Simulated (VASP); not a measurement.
Output of a VASP run:

File OUTCAR:
```
 ion  position               nearest neighbor table
   1  0.000  0.000  0.000-
   2  0.500  0.500  0.500-
  LATTYP: Found a simple cubic cell.
 ALAT       =     4.7171744868
 Subroutine PRICEL returns:
 Original cell was already a primitive cell.
 Subroutine GETGRP returns: Found 48 space group operations
The static configuration has the point symmetry O_h .
The dynamic configuration has the point symmetry O_h .
 Subroutine INISYM returns: Found 48 space group operations
 Subroutine IBZKPT returns following result:
 Found     10 irreducible k-points:

 Following reciprocal coordinates:
            Coordinates               Weight
  0.000000  0.000000  0.000000      1.000000
  0.250000  0.000000  0.000000      6.000000
  0.500000  0.000000  0.000000      3.000000
  0.250000  0.250000  0.000000     12.000000
  0.500000  0.250000  0.000000     12.000000
  0.500000  0.500000  0.000000      3.000000
  0.250000  0.250000  0.250000      8.000000
  0.500000  0.250000  0.250000     12.000000
  0.500000  0.500000  0.250000      6.000000
  0.500000  0.500000  0.500000      1.000000
 Subroutine IBZKPT_HF returns following result:
   k-points           NKPTS =     10   k-points in BZ     NKDIM =     64   number of bands    NBANDS=     12
   number of dos      NEDOS =    301   number of ions     NIONS =      2
   total plane-waves  NPLWV =  46656
   dimension x,y,z NGX =    36 NGY =   36 NGZ =   36
   dimension x,y,z NGXF=    72 NGYF=   72 NGZF=   72
   ions per type =               1   1
   PREC   = accura    normal or accurate (medium, high low for compatibility)
   ISTART =      1    job   : 0-new  1-cont  2-samecut
   ICHARG =      0    charge: 1-file 2-atom 10-const
   ISPIN  =      1    spin polarized calculation?
   LNONCOLLINEAR =      F non collinear calculations
   LSORBIT =      F    spin-orbit coupling
   INIWAV =      1    electr: 0-lowe 1-rand  2-diag
   ENCUT  =  520.0 eV  38.22 Ry    6.18 a.u.   8.77  8.77  8.77*2*pi/ulx,y,z
   NELM   =     60;   NELMIN=  2; NELMDL=  0     # of ELM steps
   EDIFF  = 0.1E-05   stopping-criterion for ELM
   LREAL  =      F    real-space projection
   NLSPLINE    = F    spline interpolate recip. space projectors
   LMAXMIX     =    4 max onsite mixed and CHGCAR
   VOSKOWN=      0    Vosko Wilk Nusair interpolation
   EDIFFG = 0.1E-04   stopping-criterion for IOM
   NSW    =      0    number of steps for IOM
   NBLOCK =      1;   KBLOCK =      1    inner block; outer block
   IBRION =     -1    ionic relax: 0-MD 1-quasi-New 2-CG
   NFREE  =      0    steps in history (QN), initial steepest desc. (CG)
   ISIF   =      2    stress and relaxation
   ISYM   =      3    0-nonsym 1-usesym 2-fastsym
   TEIN   =    0.0    initial temperature
   TEBEG  =    0.0;   TEEND  =   0.0 temperature during run
   SMASS  =  -3.00    Nose mass-parameter (am)
   PSTRESS=    0.0 pullay stress
   NELECT =      16.0000    total number of electrons
   EFERMI =   0.00;   METHOD = LEGACY
   ISMEAR =     0;   SIGMA  =   0.05  broadening in eV -4-tet -1-fermi 0-gaus
   IALGO  =     38    algorithm
   LDIAG  =      T    sub-space diagonalisation (order eigenvalues)
   IMIX   =      1    mixing-type and parameters
     AMIX     =   0.40;   BMIX     =  1.00
     AMIX_MAG =   1.60;   BMIX_MAG =  1.00
     AMIN     =   0.10
   GGA     = PE    functional components
   VOSKOWN =     0    Vosko Wilk Nusair interpolation
   LHFCALC =     T    Hartree Fock is set to
   NKREDX  =     1    reduce k-point grid by
   AEXX    =    0.2500 exact exchange contribution
   HFSCREEN=    0.2000 screening length (either q_TF or 0.3 A-1)
   HFRCUT  =    0.0000 spherical cutoff for potential kernel
   AGGAX   =    0.7500 GGA exchange part
   ALDAC   =    1.0000 LDA correlation
   AGGAC   =    1.0000 GGA correlation
  energy-cutoff  :      520.00
  volume of cell :      104.97
      direct lattice vectors                 reciprocal lattice vectors
...
```

OSZICAR:
```
       N       E                     dE             d eps       ncg     rms          rms(c)
DAV:   1    -0.631410475171E+01   -0.63141E+01   -0.57971E-01   240   0.653E+00    0.366E+00
DAV:   2    -0.631681320445E+01   -0.27085E-02   -0.77186E-03   272   0.613E-01    0.230E+00
DAV:   3    -0.631591443759E+01    0.89877E-03   -0.54341E-04   276   0.183E-01    0.135E+00
DAV:   4    -0.631558372459E+01    0.33071E-03   -0.20054E-04   256   0.105E-01    0.786E-01
DAV:   5    -0.631547211941E+01    0.11161E-03   -0.70671E-05   264   0.638E-02    0.458E-01
DAV:   6    -0.631543771506E+01    0.34404E-04   -0.20994E-05   284   0.359E-02    0.267E-01
DAV:   7    -0.631542814487E+01    0.95702E-05   -0.64680E-06   272   0.208E-02    0.155E-01
DAV:   8    -0.631542596629E+01    0.21786E-05   -0.20148E-06   212   0.126E-02    0.901E-02
DAV:   9    -0.631542591151E+01    0.54782E-07   -0.12335E-06   160   0.977E-03
   1 F= -.63154259E+01 E0= -.63154259E+01  d E =-.149434E-16
```

File OUTCAR:
```
------------------------ aborting loop because EDIFF is reached ----------------------------------------
  FORCE on cell =-STRESS in cart. coord.  units (eV):
  Direction    XX          YY          ZZ          XY          YZ          ZX
  --------------------------------------------------------------------------------------
  Total       -0.3135067     -0.3135067     -0.3135067      0.0000000      0.0000000     -0.0000000
  in kB       -4.7853260     -4.7853260     -4.7853260      0.0000000      0.0000000     -0.0000000
  external PRESSURE =      -4.7853260 kB  Pullay stress =       0.0000000 kB
  volume of cell :      104.97
      direct lattice vectors                 reciprocal lattice vectors
     4.717174487  0.000000000  0.000000000     0.211991310  0.000000000  0.000000000
     0.000000000  4.717174487  0.000000000     0.000000000  0.211991310  0.000000000
     0.000000000  0.000000000  4.717174487     0.000000000  0.000000000  0.211991310
 POSITION                                       TOTAL-FORCE (eV/Angst)
 -----------------------------------------------------------------------------------
      0.00000      0.00000      0.00000         0.000000      0.000000      0.000000
      2.35859      2.35859      2.35859         0.000000      0.000000      0.000000
 -----------------------------------------------------------------------------------
    total drift:                               -0.000061     -0.000088     -0.000080
  FREE ENERGIE OF THE ION-ELECTRON SYSTEM (eV)
  ---------------------------------------------------
  free  energy   TOTEN  =        -6.3154259115 eV

  energy  without entropy=       -6.3154259115  energy(sigma->0) =       -6.31542591

  exchange ACFDT corr.  =         0.00000000  see jH, gK, PRB 81, 115126
```
(Selected blocks of OUTCAR.)

File POSCAR:
```
CsI
1
    4.7171744868     0.0000000000     0.0000000000
    0.0000000000     4.7171744868     0.0000000000
    0.0000000000     0.0000000000     4.7171744868
Cs I
1 1
Direct
  0.0000000000   0.0000000000   0.0000000000
  0.5000000000   0.5000000000   0.5000000000
```

Reconstruct the remaining input files.

One answer among several that fit: the input of the run itself, HSE06 screened hybrid, plane waves, VASP's PBE PAW potentials (set 64).

**INCAR**
```
AEXX = 0.25
ALGO = Normal
EDIFF = 1E-6
ENCUT = 520
GGA = PE
HFSCREEN = 0.2
ISIF = 2
ISMEAR = 0
ISYM = 3
LASPH = .True.
LCHARG = .False.
LHFCALC = .True.
LMAXMIX = 4
LREAL = .False.
LWAVE = .False.
NELM = 60
PREC = Accurate
PRECFOCK = Fast
SIGMA = 0.05
SYSTEM = CsI
```

**KPOINTS**
```
Automatic mesh
0
Gamma
4 4 4
0 0 0
```

POTCAR, in this order: Cs_sv I (PBE.64 set). Program: vasp_std. Read from the step before: WAVECAR.

The compound is CsI in the CsCl type structure. This cell is one point of a volume scan, at 1.03 of the reference volume. The cell's shape comes from a PBE relaxation.
